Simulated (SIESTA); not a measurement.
SiC (Moissanite):

```xyz
4
Lattice="3.0760 0.0000 0.0000 -1.5380 2.6639 0.0000 0.0000 0.0000 5.0480" Properties=species:S:1:pos:R:3 pbc="T T T"
Si    1.5380    0.8880    2.5240
Si    0.0000    1.7759    0.0000
C     1.5380    0.8880    4.4675
C     0.0000    1.7759    1.9435
```

Base run:

```yaml
Program: SIESTA 5.4.2
Functional: PBE
Potentials_or_basis: PseudoDojo 0.4 standard (PBE files)
Basis: TZ (energy shift 0.002 Ry)
Grid_cutoff: 500 Ry
Energy_shift: 0.002 Ry
k_mesh: 10 × 10 × 5
Occupations: fermi-dirac, width 0.05 eV
Spin: no spin polarisation
```

Its results: band gap on the k mesh 3.04 eV, indirect (least direct gap 4.51 eV); pressure 13.6 GPa; largest force 0.997 eV/Å.

Task: After a change of settings the same cell gave: band gap on the k mesh 2.47 eV, indirect (least direct gap 4.07 eV); pressure 6.3 GPa; largest force 0.812 eV/Å. Which change was it?
A. basis from TZ (energy shift 0.002 Ry) to TZP (energy shift 0.002 Ry)
B. functional from PBE to xPBE; basis from TZ (energy shift 0.002 Ry) to DZP (energy shift 0.002 Ry)
C. functional from PBE to PBEGcGxLO; basis from TZ (energy shift 0.002 Ry) to DZP (energy shift 0.002 Ry)

Result: A.

Caveats: the basis of atomic orbitals isn't converged, which shifts pressures, moduli and gaps; the basis has no polarisation orbitals (some runs); the mesh misses the band edges, which the band path finds closer together (some runs).
